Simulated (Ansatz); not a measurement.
SiC: Electric field gradients

The cell is a COD entry, ions relaxed with PBE at fixed cell.

```
Si C
1.0
     3.07600    0.00000    0.00000
    -1.53800    2.66389    0.00000
     0.00000    0.00000    5.04800
Si C
2 2
Direct
  0.33333 0.66667 0.00450
  0.66667 0.33333 0.50450
  0.33333 0.66667 0.38050
  0.66667 0.33333 0.88050
```

Sites (sets of like atoms) are named by element and the number of their first atom in this list.

All values are calculated (Ansatz; DFT, LDA, plane waves and PAW, scalar-relativistic, 420 eV cutoff, Γ-centred 16×16×9 k-points, Fermi–Dirac smearing 0.02 eV), not measured.

C_Q = eQV_zz/h, which is 24.18 MHz for Q = 1 b and V_zz = 10²¹ V/m²; η = (V_xx − V_yy)/V_zz. Directions are in the Cartesian axes of the cell vectors above, for the atom listed; none is given where the gradient is under 0.02 or η is above 0.95.

```csv
site,first atom,first shell,V_zz (10²¹ V/m²),η,"direction of V_zz (x, y, z)"
Si,1,4 C at 1.88–1.90 Å,0.32,0.00,0.00 0.00 1.00
C,3,4 Si at 1.88–1.90 Å,0.19,0.00,0.00 0.00 1.00
```

An axis of threefold or higher order runs through Si and C, so V_zz lies along it and η is zero.

Hardware: 1 thread of Arm Neoverse V1 (aarch64; 8 cores open to the job, memory cap 3.0 GiB, no GPU), a shared host with a load of 0.5 a core. Wall time 13 s, CPU time 13 s, peak memory 0.38 GiB.
